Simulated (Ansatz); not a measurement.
**SnS2 (Berndtite-2T): levels at named points**

An exercise on one series of results from a longer session: the logs are not shown, and one member is left open.

Program: Ansatz 0.2.0. Level of theory: DFT PBE+D3(BJ), scalar-relativistic, plane waves, PAW. These are calculated values, not measurements.

That is the level of the relaxation; later steps name their own.

1 further run of the same task is left out (set aside as unsound or not needed).

## The starting structure

Symmetry: P-3m1, No. 164, trigonal system. Conventional cell: a = 3.669 Å, b = 3.669 Å, c = 5.810 Å, α = 90.00°, β = 90.00°, γ = 120.00°. Around Sn (site symmetry -3m) lie 6 S at 2.58 Å. S (site symmetry 3m) has 3 Sn at 2.58 Å as nearest neighbours.

Structure file:

```
Sn S
1.0
     3.66863    0.00000    0.00000
    -1.83431    3.17712    0.00000
     0.00000    0.00000    5.80963
Sn S
1 2
Direct
  0.00000 0.00000 0.00000
  0.33333 0.66667 0.25447
  0.66667 0.33333 0.74553
```

It is the result of an earlier relaxation at this level (volume 22.57 Å³/atom; gap on the mesh: 1.24 eV).

Set-up of the first run:

File input.yaml:

```yaml
crystal:
  lattice:
    - [3.6686266267, 0.0, 0.0]
    - [-1.8343133133, 3.1771238557, 0.0]
    - [0.0, 0.0, 5.8096313574]
  atoms:
    - { symbol: Sn, position: [0.0, 0.0, 0.0] }
    - { symbol: S, position: [0.3333333333, 0.6666666667, 0.2544694042] }
    - { symbol: S, position: [0.6666666667, 0.3333333333, 0.7455305958] }
basis:
  ecutwfc: 420
kpoints:
  mp_grid: { grid: [9, 9, 6] }
  band_path: { path: [VBM, CBM], npoints: 2 }
hamiltonian:
  xc: pbe
  dispersion: d3bj
scf:
  occupations: { method: gaussian, width: 0.02 }
output:
  forces: true
  stress: true
  eigenvalues: true
```

The run is started by

```sh
$ ansatz run input.yaml --threads 2 --pin off --max-ram 5120MiB --backend cpu --events-out ev --progress --plain --runs-dir out
```

Steps of the session up to this table: Band edges over the whole zone; Levels with PBE+D3(BJ), 250 eV and coarse mesh; The run at LDA; The run at PBE0; The run at Hartree-Fock.

One of the session's tables, all rows but one given; the rest of the session is left out.

```
                             level  gap (eV)  least direct gap (eV)
PBE+D3(BJ), 250 eV and coarse mesh      1.21                   1.68
                               LDA         ?                      ?
                              PBE0      2.77                   3.32
                      Hartree-Fock      8.15                   8.71
```

**Question.** Estimate the row for LDA.

As computed: gap (eV): 1.04; least direct gap (eV): 1.46. In the column «gap (eV)» it is the lowest.

Gaps are by band count over the mesh and the named points; a gap of 0 means that the bands overlap or touch.

Limits of these values: The cheap run is there to show what low settings cost; its numbers aren't properties. Warnings in the runs' records: cutoff below recommended.
